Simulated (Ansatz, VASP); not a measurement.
KI: VASP beside Ansatz

```
K I
1.0
     0.00000    3.58733    3.58733
     3.58733    0.00000    3.58733
     3.58733    3.58733    0.00000
K I
1 1
Cartesian
  0.0000 -0.6380 -0.6380
  3.5873 3.7839 3.7839
```

Change from the starting cell: mode 5 frozen in at -0.638 Å and mode 6 at -0.638 Å (largest displacements).

Alike in both runs: task single point; functional PBE; k mesh 6 × 6 × 6; occupations gaussian, width 0.05 eV; no spin polarisation.

|  | VASP | Ansatz |
| --- | --- | --- |
| version | VASP 6.6.1 | Ansatz 0.2.0 |
| potentials or method | VASP PAW PBE potentials, release 64 (K_sv, I) | scalar-relativistic, plane waves, PAW |
| plane-wave cutoff (eV) | 520 | 420 |
| valence electrons in the cell | 16 | 26 |

```tsv
	VASP	Ansatz	Ansatz less VASP
gap on the k mesh at the Fermi level (eV)	3.84	3.84	+0.003
least direct gap on the mesh (eV)	3.95	3.96	+0.007
pressure (GPa)	5.0	4.9	-0.06
largest component of the traceless stress (GPa)	5.63	5.58	-0.057
rms of the force components (eV/Å)	0.956	0.948	-0.0083
```

Atom by atom the forces differ by 0.008 eV/Å (rms over components). The two sets of potentials don't hold the same shells in valence.

Caveats: spin-orbit coupling is left out, which moves the levels of the heavy elements; forces of over 1 eV/Å show positions far from the minimum, so gaps and moduli don't describe the material at rest. A k mesh can miss the band edges.
